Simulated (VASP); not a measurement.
# InAs (F-43m) in VASP: a series of runs

The runs below take InAs through single point, relaxation of cell and atoms, with PBEsol.

All numbers are computed with VASP 6.6.1; they aren't measurements. Logs are shortened: lines on timing, memory, paths and dates and some standing lists are left out, and cuts for length are marked.

**Measured values to compare with.**

From a printed reference work, data compilation, for a bulk crystal of InAs at 4.2 K: band gap 0.418 eV (direct).

How close the calculation comes is told below.

**1. The cell of the first run**

It takes space group F-43m (No. 216, cubic). Conventional cell: a = 6.087 Å, b = 6.087 Å, c = 6.087 Å, α = 90.00°, β = 90.00°, γ = 90.00°. Within 3.5 Å of In (site symmetry -43m) lie 4 As at 2.64 Å. Within 3.5 Å of As (site symmetry -43m) lie 4 In at 2.64 Å.

**2. Single point, PBEsol**

INCAR reads:

```
SYSTEM = InAs
PREC = Accurate
ENCUT = 500
EDIFF = 1E-6
ISMEAR = 0
SIGMA = 0.1
LREAL = .FALSE.
LASPH = .TRUE.
NELM = 120
ALGO = Normal
ISIF = 2
LWAVE = .FALSE.
LCHARG = .FALSE.
GGA = PS
NBANDS = 16
GGA_COMPAT = .FALSE.
```

KPOINTS reads:

```
Automatic mesh
0
G
  12 12 12
  0 0 0
```

POSCAR reads:

```
InAs
1.0
    0.0000000000      3.0437032594      3.0437032594
    3.0437032594      0.0000000000      3.0437032594
    3.0437032594      3.0437032594      0.0000000000
In As
1 1
Direct
    0.0000000000      0.0000000000      0.0000000000
    0.2500000000      0.2500000000      0.2500000000
```

Potentials or basis: VASP PAW PBE potentials, release 64 (In_d, As).

Command:

```
> cat potpaw_PBE.64/In_d/POTCAR potpaw_PBE.64/As/POTCAR > POTCAR
> mpirun -np 1 vasp_std > vasp.out
```

OUTCAR:

```text
SYSTEM = InAs
   PREC = Accurate
   ENCUT = 500
   EDIFF = 1E-6
   ISMEAR = 0
   LREAL = .FALSE.
   LASPH = .TRUE.
   NELM = 120
   ISIF = 2
   GGA = PS

 ion  position               nearest neighbor table
   1  0.000  0.000  0.000-   2 2.64   2 2.64   2 2.64   2 2.64
   2  0.250  0.250  0.250-   1 2.64   1 2.64   1 2.64   1 2.64

  LATTYP: Found a face centered cubic cell.
 ALAT       =     6.0874065188

  Lattice vectors:

 A1 = (   0.0000000000,   3.0437032594,   3.0437032594)
 A2 = (   3.0437032594,   0.0000000000,   3.0437032594)
 A3 = (   3.0437032594,   3.0437032594,   0.0000000000)

Analysis of symmetry for initial positions (statically):
=====================================================================
 Subroutine PRICEL returns:
 Original cell was already a primitive cell.

 Routine SETGRP: Setting up the symmetry group for a
 face centered cubic supercell.

 Subroutine GETGRP returns: Found 24 space group operations
 (whereof 24 operations were pure point group operations)
 out of a pool of 48 trial point group operations.

The static configuration has the point symmetry T_d .

Analysis of symmetry for dynamics (positions and initial velocities):
=====================================================================
 Subroutine PRICEL returns:
 Original cell was already a primitive cell.

 Routine SETGRP: Setting up the symmetry group for a
 face centered cubic supercell.

 Subroutine GETGRP returns: Found 24 space group operations
 (whereof 24 operations were pure point group operations)
 out of a pool of 48 trial point group operations.

The dynamic configuration has the point symmetry T_d .

 Subroutine INISYM returns: Found 24 space group operations
 (whereof 24 operations are pure point group operations),
 and found     1 'primitive' translations

----------------------------------------------------------------------------------------

                                     Primitive cell

  volume of cell :      56.3945

  direct lattice vectors                    reciprocal lattice vectors
     0.000000000  3.043703259  3.043703259    -0.164273570  0.164273570  0.164273570
     3.043703259  0.000000000  3.043703259     0.164273570 -0.164273570  0.164273570
     3.043703259  3.043703259  0.000000000     0.164273570  0.164273570 -0.164273570

  length of vectors
     4.304446429  4.304446429  4.304446429     0.284530169  0.284530169  0.284530169

  position of ions in fractional coordinates (direct lattice)
     0.000000000  0.000000000  0.000000000
     0.250000000  0.250000000  0.250000000

  ion indices of the primitive-cell ions
   primitive index   ion index
                 1           1
                 2           2

----------------------------------------------------------------------------------------

 KPOINTS: Automatic mesh

Automatic generation of k-mesh.
 Grid dimensions read from file:
 generate k-points for:   12   12   12

 Generating k-lattice:

  Cartesian coordinates                     Fractional coordinates (reciprocal lattice)
    -0.013689464  0.013689464  0.013689464     0.083333333  0.000000000  0.000000000
     0.013689464 -0.013689464  0.013689464     0.000000000  0.083333333  0.000000000
     0.013689464  0.013689464 -0.013689464     0.000000000  0.000000000  0.083333333

  Length of vectors
     0.023710847  0.023710847  0.023710847

  Shift w.r.t. Gamma in fractional coordinates (k-lattice)
     0.000000000  0.000000000  0.000000000

 Subroutine IBZKPT returns following result:
 ===========================================

 Found     72 irreducible k-points:

 Following reciprocal coordinates:
            Coordinates               Weight
  0.000000  0.000000  0.000000      1.000000
  0.083333  0.000000  0.000000      8.000000
  0.166667  0.000000  0.000000      8.000000
  0.250000  0.000000  0.000000      8.000000
  0.333333  0.000000  0.000000      8.000000
  0.416667  0.000000  0.000000      8.000000
[... 16 lines left out ...]
  0.500000  0.166667  0.000000     24.000000
 -0.416667  0.166667  0.000000     24.000000
 [... further k-points ...]
   k-points           NKPTS =     72   k-points in BZ     NKDIM =     72   number of bands    NBANDS=     16
   number of dos      NEDOS =    301   number of ions     NIONS =      2
   total plane-waves  NPLWV =  32768
   dimension x,y,z NGX =    32 NGY =   32 NGZ =   32
   dimension x,y,z NGXF=    64 NGYF=   64 NGZF=   64
   ions per type =               1   1
   NGX,Y,Z   is equivalent  to a cutoff of  12.36, 12.36, 12.36 a.u.
   NGXF,Y,Z  is equivalent  to a cutoff of  24.72, 24.72, 24.72 a.u.
 SYSTEM =  InAs
   PREC   = accura    normal or accurate (medium, high low for compatibility)
   ISTART =      0    job   : 0-new  1-cont  2-samecut
   ICHARG =      2    charge: 1-file 2-atom 10-const
   ISPIN  =      1    spin polarized calculation?
   LNONCOLLINEAR =      F non collinear calculations
   LSORBIT =      F    spin-orbit coupling
   LASPH  =      T    aspherical Exc in radial PAW
   ENCUT  =  500.0 eV  36.75 Ry    6.06 a.u.   7.85  7.85  7.85*2*pi/ulx,y,z
   NELM   =    120;   NELMIN=  2; NELMDL= -5     # of ELM steps
   EDIFF  = 0.1E-05   stopping-criterion for ELM
   LREAL  =      F    real-space projection
   EDIFFG = 0.1E-04   stopping-criterion for IOM
   NSW    =      0    number of steps for IOM
   IBRION =     -1    ionic relax: 0-MD 1-quasi-New 2-CG
   NFREE  =      0    steps in history (QN), initial steepest desc. (CG)
   ISIF   =      2    stress and relaxation
   ISYM   =      2    0-nonsym 1-usesym 2-fastsym
   POTIM  = 0.5000    time-step for ionic-motion
   TEBEG  =    0.0;   TEEND  =   0.0 temperature during run
   PSTRESS=    0.0 pullay stress
   NELECT =      18.0000    total number of electrons
   NUPDOWN=      -1.0000    fix difference up-down
   EMIN   =  10.00;   EMAX   =-10.00  energy-range for DOS
   EFERMI =   0.00;   METHOD = LEGACY
   ISMEAR =     0;   SIGMA  =   0.10  broadening in eV -4-tet -1-fermi 0-gaus
   EFERMI_NEDOS =   21; number of points for ismear=-14 and -15
   IALGO  =     38    algorithm
   IMIX   =      4    mixing-type and parameters
     AMIX     =   0.40;   BMIX     =  1.00
     AMIX_MAG =   1.60;   BMIX_MAG =  1.00
  volume/ion in A,a.u.               =      28.20       190.28
  Fermi-wavevector in a.u.,A,eV,Ry     =   1.118802  2.114230 17.030666  1.251719
  Thomas-Fermi vector in A             =   2.255436
   LORBIT       =      0    0 simple, 1 ext, 2 COOP (PROOUT), +10 PAW based schemes
   GGA     = PS    functional components
   LHFCALC =     F    Hartree Fock is set to
   AEXX    =    0.0000 exact exchange contribution
   IVDW    =     0    specifies the selected vdW correction
   LEPSILON=     F    determine dielectric tensor
   LRPA    =     F    only Hartree local field effects (RPA)
 non-spin polarized calculation
 Gauss-broadening in eV      SIGMA  =   0.10
  energy-cutoff  :      500.00
  volume of cell :       56.39
 maximum number of plane-waves:      1459
   NGX = 15   NGY = 15   NGZ = 15

 number of electron      17.9999992 magnetization

 Free energy of the ion-electron system (eV)
  ---------------------------------------------------
  ext. energy  EPLUGINS =         0.00000000
  ---------------------------------------------------
  free energy    TOTEN  =        -8.49065368 eV

  energy without entropy =       -8.49050073  energy(sigma->0) =       -8.49057720

 E-fermi :   4.2328     XC(G=0):  -9.1976

 val. band max:        4.1723821109   @ k =   0.0000   0.0000   0.0000
 cond. band min:       4.8869039027   @ k =   0.0833   0.0000   0.0000
 fundamental gap:      0.7145217918
 Fermi energy:         4.2328278179

 k-point     1 :       0.0000    0.0000    0.0000
  band No.  band energies     occupation
      1     -10.1191      2.00000
      2     -10.1191      2.00000
      3     -10.1191      2.00000
      4      -9.9993      2.00000
      5      -9.9993      2.00000
      6      -7.5900      2.00000
[... 8 lines left out ...]
     15      13.7865      0.00000
     16      13.7865      0.00000

 k-point     2 :       0.0833    0.0000    0.0000
  band No.  band energies     occupation
      1     -10.1279      2.00000
      2     -10.1165      2.00000
      3     -10.1165      2.00000
      4      -9.9994      2.00000
      5      -9.9994      2.00000
      6      -7.5193      2.00000
[... 8 lines left out ...]
     15      13.1909      0.00000
     16      13.1909      0.00000

 k-point     3 :       0.1667    0.0000    0.0000
  band No.  band energies     occupation
      1     -10.1513      2.00000
      2     -10.1098      2.00000
      3     -10.1098      2.00000
      4      -9.9992      2.00000
      5      -9.9992      2.00000
      6      -7.3152      2.00000
[... 8 lines left out ...]
     15      12.6849      0.00000
     16      12.6849      0.00000

 k-point     4 :       0.2500    0.0000    0.0000
  band No.  band energies     occupation
      1     -10.1815      2.00000
      2     -10.1016      2.00000
      3     -10.1016      2.00000
      4      -9.9981      2.00000
      5      -9.9981      2.00000
      6      -7.0030      2.00000
[... 8 lines left out ...]
     15      12.6452      0.00000
     16      12.6452      0.00000
[... 324 lines left out ...]
 k-point    22 :       0.4167    0.1667    0.0000
  band No.  band energies     occupation
      1     -10.2357      2.00000
      2     -10.0838      2.00000
      3     -10.0780      2.00000
      4     -10.0080      2.00000
      5      -9.9882      2.00000
      6      -6.3238      2.00000
[... 8 lines left out ...]
     15      14.1121      0.00000
     16      14.8411      0.00000

 k-point    23 :       0.5000    0.1667    0.0000
  band No.  band energies     occupation
      1     -10.2459      2.00000
      2     -10.0827      2.00000
      3     -10.0762      2.00000
      4     -10.0033      2.00000
      5      -9.9895      2.00000
      6      -6.0620      2.00000
[... 8 lines left out ...]
     15      14.3973      0.00000
     16      14.9092      0.00000

 k-point    24 :      -0.4167    0.1667    0.0000
  band No.  band energies     occupation
      1     -10.2457      2.00000
      2     -10.0832      2.00000
      3     -10.0776      2.00000
      4      -9.9986      2.00000
      5      -9.9934      2.00000
      6      -6.0211      2.00000
[... 8 lines left out ...]
     15      13.7514      0.00000
     16      14.1280      0.00000

 [... further k-points ...]

------------------------ aborting loop because EDIFF is reached ----------------------------------------

  FORCE on cell =-STRESS in cart. coord.  units (eV):
  Direction    XX          YY          ZZ          XY          YZ          ZX
  --------------------------------------------------------------------------------------
  -------------------------------------------------------------------------------------
  Total        0.0269922      0.0269922      0.0269922      0.0000000      0.0000000     -0.0000000
  in kB        0.7668529      0.7668529      0.7668529      0.0000000      0.0000000     -0.0000000
  external PRESSURE =       0.7668529 kB  Pullay stress =       0.0000000 kB

 VOLUME and BASIS-vectors are now :
 -----------------------------------------------------------------------------
  energy-cutoff  :      500.00
  volume of cell :       56.39
      direct lattice vectors                 reciprocal lattice vectors
     0.000000000  3.043703259  3.043703259    -0.164273570  0.164273570  0.164273570
     3.043703259  0.000000000  3.043703259     0.164273570 -0.164273570  0.164273570
     3.043703259  3.043703259  0.000000000     0.164273570  0.164273570 -0.164273570

 POSITION                                       TOTAL-FORCE (eV/Angst)
 -----------------------------------------------------------------------------------
      0.00000      0.00000      0.00000        -0.000000     -0.000000     -0.000000
      1.52185      1.52185      1.52185         0.000000      0.000000      0.000000
 -----------------------------------------------------------------------------------
    total drift:                               -0.000000     -0.000000     -0.000000

  FREE ENERGIE OF THE ION-ELECTRON SYSTEM (eV)
  ---------------------------------------------------
  free  energy   TOTEN  =        -8.4906536779 eV

  energy  without entropy=       -8.4905007296  energy(sigma->0) =       -8.49057720
```

Run time: 62 s. Hardware: 1 thread of Intel Xeon 8259CL, shared host; peak memory 0.22 GiB.

What came out:

```yaml
Free_energy: -8.4907 eV
Pressure: 0.1 GPa
Band_gap_on_the_k_mesh: zero (filled and empty bands touch)
```

Levels at points of the mesh, in eV from the Fermi level:
```csv
k point,band 6,band 7,band 8,band 9,band 10,band 11,band 12,band 13
"(0.00, 0.00, 0.00)",-11.82,-0.44,-0.06,-0.06,-0.06,3.79,3.79,3.79
"(0.50, 0.00, 0.00)",-10.40,-5.77,-1.03,-1.03,0.77,4.55,4.55,6.63
"(0.50, 0.50, 0.00)",-9.87,-5.86,-2.34,-2.34,1.41,1.92,8.89,9.02
```

Caveat: semilocal functionals underestimate gaps, so a narrow gap can read as zero; the PAW data sets were made with another functional, which shifts forces and pressure a little; spin-orbit coupling is left out, which moves the levels of the heavy elements.

**3. Relaxation of cell and atoms, PBEsol**

This run uses another cell than the first one, of 27.69 Å³/atom.

INCAR reads:

```
PREC = Accurate
ENCUT = 500
EDIFF = 1E-7
ISMEAR = 0
SIGMA = 0.1
LREAL = F
LASPH = T
NELM = 120
ALGO = Normal
ISIF = 3
LWAVE = F
LCHARG = F
GGA = PS
IBRION = 2
NSW = 100
EDIFFG = -0.005
GGA_COMPAT = F
NELMIN = 4
```

KPOINTS reads:

```
regular mesh
0
Gamma
  12 12 12
```

POSCAR reads:

```
InAs
1.0
    0.0000000000      3.0253554588      3.0253554588
    3.0253554588      0.0000000000      3.0253554588
    3.0253554588      3.0253554588      0.0000000000
In As
1 1
Direct
    0.0000000000      0.0000000000      0.0000000000
    0.2500000000      0.2500000000      0.2500000000
```

Potentials or basis: VASP PAW PBE potentials, release 64 (In_d, As).

Command:

```
> cat potpaw_PBE.64/In_d/POTCAR potpaw_PBE.64/As/POTCAR > POTCAR
> mpirun -np 1 vasp_std > vasp.out
```

Wall time 2.1 min (1 thread of Intel Xeon 8259CL, shared host); peak memory 0.22 GiB.

Results (log left out):

| Quantity | Value |
| --- | --- |
| Free energy | -8.4905 eV |
| Relaxed volume | 28.24 Å³/atom |
| Relaxed cell | a = 4.306 Å, b = 4.306 Å, c = 4.306 Å, α = 60.00°, β = 60.00°, γ = 60.00° |
| Space group after relaxing (to 0.1 Å) | F-43m (No. 216) |
| Energy gained by relaxing | 1.9 meV/atom |
| Ionic steps | 3 |
| Pressure after relaxing | 0.0 GPa |
| Band gap on the k mesh | zero (filled and empty bands touch) |

The path:
```tsv
step	energy change (eV)	largest force (eV/Å)	pressure (GPa)	volume (Å³)
1	0.0000	0.0000	1.14	55.38
2	-0.0031	0.0000	-0.49	56.98
3	-0.0038	0.0000	0.01	56.47
```

Final structure:
```
CELL_PARAMETERS angstrom
0.00000 3.04515 3.04515
3.04515 0.00000 3.04515
3.04515 3.04515 0.00000
ATOMIC_POSITIONS crystal
In 0.00000 0.00000 0.00000
As 0.25000 0.25000 0.25000
```

Levels at points of the mesh, in eV from the Fermi level:
| k point | band 7 | band 8 | band 9 | band 10 | band 11 | band 12 |
| --- | --- | --- | --- | --- | --- | --- |
| (0.00, 0.00, 0.00) | -0.45 | -0.06 | -0.06 | -0.06 | 3.79 | 3.79 |
| (0.50, 0.00, 0.00) | -5.77 | -1.03 | -1.03 | 0.77 | 4.55 | 4.55 |
| (0.50, 0.50, 0.00) | -5.85 | -2.33 | -2.33 | 1.42 | 1.92 | 8.88 |

Caveat: semilocal functionals underestimate gaps, so a narrow gap can read as zero; the PAW data sets were made with another functional, which shifts forces and pressure a little; spin-orbit coupling is left out, which moves the levels of the heavy elements. Zero-point motion and thermal expansion aren't in these numbers.

**4. Against experiment**

Step 2. Measured gap of InAs: 0.418 eV (direct; 4.2 K; a printed reference work, data compilation). This calculation gives 0.00 eV (-0.42 eV). Spin-orbit coupling on As, In is left out. The value is that of PBEsol on a finite k mesh, which can miss the band edges, without temperature or zero-point motion. Semilocal functionals fall short of measured gaps as a rule.
